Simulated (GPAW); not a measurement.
# Ge (P6_3mc) in GPAW: single point with PBE0

Aim: the single point of Ge with PBE0.

Program: GPAW 26.7.0. These are calculated values, not measurements. Logs are shortened: lines on timing, memory, paths and dates and some standing lists are left out, and cuts for length are marked. The log counts tension as positive stress, the text compression.

### Step 1. Starting point

It takes space group P6_3mc (No. 186, hexagonal). The conventional cell has a = 4.050 Å, b = 4.050 Å, c = 10.993 Å, α = 90.00°, β = 90.00°, γ = 120.00°. Ge (site symmetry 3m) is surrounded by 3 Ge at 2.44 Å. Around Ge (site symmetry 3m) lie 3 Ge at 2.44 Å.

This isn't the form of Ge at room conditions, which is diamond.

### Step 2. Single point, PBE0

run.py reads:

```python
from ase import Atoms
from ase.dft.bandgap import bandgap
from ase.io import write
from ase.parallel import parprint
from gpaw import GPAW, PW

atoms = Atoms(['Ge', 'Ge', 'Ge', 'Ge'],
              cell=[[4.0504045371, 0.0, 0.0],
                    [-2.0252022685, 3.5077532247, 0.0],
                    [0.0, 0.0, 10.993359]],
              scaled_positions=[[0.6666666667, 0.3333333333, 0.414848],
                                [0.3333333333, 0.6666666667, 0.914848],
                                [0.0, 0.0, 0.477452],
                                [0.0, 0.0, 0.977452]],
              pbc=True)

calc = GPAW(mode=PW(450),
            xc='PBE0',
            kpts={'size': (6, 6, 2), 'gamma': True},
            occupations={'name': 'fermi-dirac', 'width': 0.05},
            nbands=15,
            convergence={'density': 1e-05, 'energy': 1e-05},
            maxiter=60,
            txt='gpaw.txt')
atoms.calc = calc
energy = atoms.get_potential_energy()
forces = atoms.get_forces()
calc.write('gs.gpw')
write('result.traj', atoms)
parprint(f'Energy: {energy:.6f} eV')
parprint('Forces (eV/A):')
parprint(forces.round(4))
parprint('Fermi level:', round(calc.get_fermi_level(), 4), 'eV')
parprint(f'Gap: {bandgap(calc)[0]:.4f} eV, direct: {bandgap(calc, direct=True)[0]:.4f} eV')
```

Potentials or basis: GPAW PAW data sets (gpaw-data 1.2.1), pw.

Launch:

```bash
OMP_NUM_THREADS=1 mpirun -n 8 gpaw python run.py
```

gpaw.txt:

```text
__  _  _
 | _ |_)|_||  |
 |__||  | ||/\| - 26.7.0

Input parameters:
  mode=PW(ecut=450.00000000000006),
  convergence={'density': 1e-05, 'energy': 1e-05},
  kpts=MonkhorstPack(size=(6, 6, 2), gamma=True),
  maxiter=60,
  nbands=15,
  occupations=Occupations(name='fermi-dirac', width=0.05),
  xc=XC(name='PBE0')

Diagonalizing LCAO Hamiltonian
Converting LCAO to pw mode

       GeGe

       Ge    Ge

Atoms  # Å, Bohr magnetons
|   | symbol |         x |        y |         z |    initial magnetic moments |
|---|--------|-----------|----------|-----------|-----------------------------|
| 0 |     Ge |  2.025202 | 1.169251 |  4.560573 | ( 0.0000,  0.0000,  0.0000) |
| 1 |     Ge | -0.000000 | 2.338502 | 10.057252 | ( 0.0000,  0.0000,  0.0000) |
| 2 |     Ge |  0.000000 | 0.000000 |  5.248801 | ( 0.0000,  0.0000,  0.0000) |
| 3 |     Ge |  0.000000 | 0.000000 | 10.745481 | ( 0.0000,  0.0000,  0.0000) |

Unit cell  # Å
| periodic |         x |        y |         z |   lengths |     angles |
|----------|-----------|----------|-----------|-----------|------------|
|      yes |  4.050405 | 0.000000 |  0.000000 |  4.050405 |  90.000000 |
|      yes | -2.025202 | 3.507753 |  0.000000 |  4.050405 |  90.000000 |
|      yes |  0.000000 | 0.000000 | 10.993359 | 10.993359 | 120.000000 |

Number of symmetries: 6
Symmetry operations  # r_c * U_cc + t_c -> r_c
|   | kind |            matrix            |
|---|------|------------------------------|
| 0 |  σ   |  1, 1, 0,  0,-1, 0,  0, 0, 1 |
| 1 |  E   |  1, 0, 0,  0, 1, 0,  0, 0, 1 |
| 2 |  C3  |  0, 1, 0, -1,-1, 0,  0, 0, 1 |
| 3 |  σ   |  0,-1, 0, -1, 0, 0,  0, 0, 1 |
| 4 |  σ   | -1, 0, 0,  1, 1, 0,  0, 0, 1 |
| 5 |  C3  | -1,-1, 0,  1, 0, 0,  0, 0, 1 |

BZ-sampling:
  Number of BZ points: 72
  Number of IBZ points: 14

  Monkhorst-Pack size: [6, 6, 2]
  Monkhorst-Pack shift: [0.08333333333333333, 0.08333333333333333, 0.25]

K-points  # in reciprocal-cell coordinates
|     |                                coordinates |     weight |
|-----|--------------------------------------------|------------|
|   0 | (  0.00000000,   0.00000000,   0.00000000) | 0.01388889 |
|   1 | (  0.00000000,   0.00000000,   0.50000000) | 0.01388889 |
|   2 | (  0.16666667,   0.00000000,   0.00000000) | 0.08333333 |
|   3 | (  0.16666667,   0.00000000,   0.50000000) | 0.08333333 |
|   4 | (  0.33333333,  -0.16666667,   0.00000000) | 0.08333333 |
|   5 | (  0.33333333,  -0.16666667,   0.50000000) | 0.08333333 |
|   6 | (  0.33333333,   0.00000000,   0.00000000) | 0.08333333 |
|   7 | (  0.33333333,   0.00000000,   0.50000000) | 0.08333333 |
|   8 | (  0.33333333,   0.33333333,   0.00000000) | 0.02777778 |
|   9 | (  0.33333333,   0.33333333,   0.50000000) | 0.02777778 |
| ... |                                            |            |
|  13 | (  0.50000000,   0.50000000,   0.50000000) | 0.04166667 |

Plane wave coefficients: 3412
Cutoff: 450.00000000000006 eV

Spin-components: 1 (collinear spins)
Bands:           15
Projectors:      20
Spin-degeneracy: 2
Datatype:        complex128

Parallelization:
  kpt:    8
  domain: 1
  band:   1

Density:
  Valence electrons: 16.0
  Components: 1
  Grid points: [20 20 54]
  Charge: 0.0  # |e|

Potential:
  Grid points: [20 20 54]

species:
  Ge:
    name:    Germanium
    Z:       32.0
    valence: 4
    core:    28
    charge:  0.0  # [|e|]
    compensation charges:
      type: gauss
      rc: 0.32  # [Å]
      lmax: 2
    cutoffs:
      filter: 1.77  # [Å]
      core: 3.42  # [Å]
    projectors
    | kind |    occ | energy [eV] | rcut [Å] |
    |------|--------|-------------|----------|
    |   4s |  2.000 |     -11.726 |    1.005 |
    |   4p |  2.000 |      -3.896 |    1.005 |
    |    s |        |      15.485 |    1.005 |
    |    p |        |      23.315 |    1.005 |
    |    d |        |       0.000 |    1.005 |

    Using partial waves for Ge as LCAO basis

Reference energy: -228390.551410  # eV

eigensolver:
  PPCG
  Converge bands: occupied
  niter=2

density mixing:
  MSR1-Mixer
  Pratt-step length: 0.05
  Maximum mixing coefficient: 0.75
  Old densities: 10
  SVD Regularization: 0.005
  Good broyden scale: 1.0
  Trust region scale: 1.0
  Backstep threshold: 4.0
  History deletion threshold: 6.0
  Fourier metric: weight=20.0, sigma=0.015

occupation numbers:
  Fermi-Dirac:
    width: 0.0500  # eV

poisson solver:
  ecut: 3600.0000000000005  # eV

xc functional:
  name: HYB_GGA_XC_PBEH with 2 nearest neighbor stencil

convergence criteria:
- Maximum integral of absolute [dens]ity change: 1e-05 electrons / valence electron
- Maximum [total energy] change in last 3 cyles: 1e-05 eV / valence electron
- Maximum integral of absolute [eigenst]ate change: 4e-08 eV^2 / valence electron
maximum number of iterations: 60

IBZ(<points: 14, symmetries: 6>)
Occupied bands: 10
SCF iterations
|iter     | |      energy | eigst |  dens |
|---------|-|-------------|-------|-------|
|iter:   1| |-2145.319712 | +0.09 |       |
|iter:   2| |  -19.285948 | -0.56 | -0.83 |
|iter:   3| |  -19.325228 | -1.41 | -0.91 |
|iter:   4| |  -19.247336 | -2.47 | -1.08 |
|iter:   5| |  -19.242159 | -2.83 | -1.37 |
|iter:   6| |  -19.236028 | -3.84 | -1.50 |
|iter:   7| |  -19.226163 | -3.95 | -1.57 |
|iter:   8| |  -19.223404 | -4.48 | -1.68 |
|iter:   9| |  -19.210902 | -3.38 | -1.73 |
|iter:  10| |  -19.211364 | -4.17 | -2.45 |
|iter:  11| |  -19.211820 | -4.92 | -2.92 |
|iter:  12| |  -19.212735 | -5.83 | -3.22 |
|iter:  13| |  -19.213691 | -6.58 | -3.51 |
|iter:  14| |  -19.214139 | -7.07 | -3.63 |
|iter:  15| |  -19.214272 | -7.32 | -4.00 |
|iter:  16| |  -19.214312 | -8.13c| -4.28 |
|iter:  17| |  -19.214330c| -8.23c| -4.23 |
|iter:  18| |  -19.214342c| -8.40c| -4.49 |
|iter:  19| |  -19.214354c| -9.08c| -4.75 |
|iter:  20| |  -19.214366c| -9.31c| -4.64 |
|iter:  21| |  -19.214378c| -9.77c| -4.83 |
|iter:  22| |  -19.214391c|-10.23c| -4.96 |
|iter:  23| |  -19.214404c| -9.57c| -4.96 |
|iter:  24| |  -19.214419c|-10.40c| -5.37c|

Converged in 24 steps
Energy contributions relative to reference atoms: (reference = -228390.551410)

Energy contributions:
  Kinetic:           6.130848
  Coulomb:          -5.488091
  Zero:             -0.446760
  External:          0.000000
  Xc:             2108.727972
  Entropy:          -0.002182
  Spinorbit:         0.000000
  Hybrid_Xc_Cc:     -2090.474894
  Hybrid_Xc_Vc:       -11.411801
  Hybrid_Xc_Vv:       -26.250603
  ----------------------------
  Free energy:     -19.215510
  Extrapolated:    -19.214419

dipole moment: (-13.171702, -22.813913, 29.398987)  # |e|*Ang

Fermi level: 1.335
Eigenvalues  # (at kpt = [0.000, 0.000, 0.000])
| band index |      eig [eV] | occ [0-2] |
|------------|---------------|-----------|
|          0 |       -11.782 |     2.000 |
|          1 |       -11.745 |     2.000 |
|          2 |        -3.389 |     2.000 |
|          3 |        -2.847 |     2.000 |
|          4 |         0.151 |     2.000 |
|          5 |         0.152 |     2.000 |
|          6 |         0.165 |     2.000 |
|          7 |         0.165 |     2.000 |
|          8 |         2.351 |     0.000 |
|          9 |         2.534 |     0.000 |
|         10 |         3.580 |     0.000 |
|         11 |         5.962 |     0.000 |
|         12 |         5.962 |     0.000 |
|         13 |         5.997 |     0.000 |
|         14 |         5.997 |     0.000 |

Gap: 0.311 eV
Transition (v -> c):
  (s=0, k=8, n=7, [0.33, 0.33, 0.00]) -> (s=0, k=9, n=8, [0.33, 0.33, 0.50])
Direct/indirect transitions are different
Direct gap: 0.350 eV
Transition at: (s=0, k=8, n=7, [0.33, 0.33, 0.00])

Forces  # eV/Ang
|        x |       y |        z |
|----------|---------|----------|
|  0.00000 | 0.00000 |  0.21263 |  # Ge   0
| -0.00000 | 0.00000 |  0.21395 |  # Ge   1
|  0.00000 | 0.00000 | -0.21329 |  # Ge   2
|  0.00000 | 0.00000 | -0.21310 |  # Ge   3

# Writing to gs.gpw (mode='')
```

Run time: 25 min. Hardware: 8 MPI ranks of Intel Xeon Platinum 8488C (Sapphire Rapids), shared host; peak memory 0.24 GiB.

What came out:

```
Free energy            : -19.2155 eV
Largest force          : 0.214 eV/Å
Band gap on the k mesh : 0.31 eV, indirect (least direct gap 0.35 eV)
```

Forces in eV/Å, atoms in the order of the input:
```
Ge   0.000  0.000  0.213
Ge   0.000  0.000  0.214
Ge   0.000  0.000 -0.213
Ge   0.000  0.000 -0.213
```

Levels at points of the mesh, in eV from the valence-band top:
| k point | band 4 | band 5 | band 6 | band 7 | band 8 | band 9 | band 10 | band 11 |
| --- | --- | --- | --- | --- | --- | --- | --- | --- |
| (0.00, 0.00, 0.00) | -4.04 | -1.04 | -1.04 | -1.02 | -1.02 | 1.16 | 1.34 | 2.39 |
| (0.00, 0.00, 0.50) | -4.32 | -1.03 | -1.03 | -1.03 | -1.03 | 1.21 | 1.21 | 3.48 |
| (0.50, 0.50, 0.00) | -8.64 | -2.72 | -2.69 | -1.68 | -1.46 | 1.19 | 1.45 | 2.37 |
| (0.50, 0.50, 0.50) | -8.65 | -2.70 | -2.70 | -1.56 | -1.56 | 1.27 | 1.27 | 2.41 |

Caveat: exact exchange converges slowly with the k mesh, and this mesh is small; the PAW data sets were made with another functional, which shifts forces and pressure a little. A k mesh can miss the band edges.
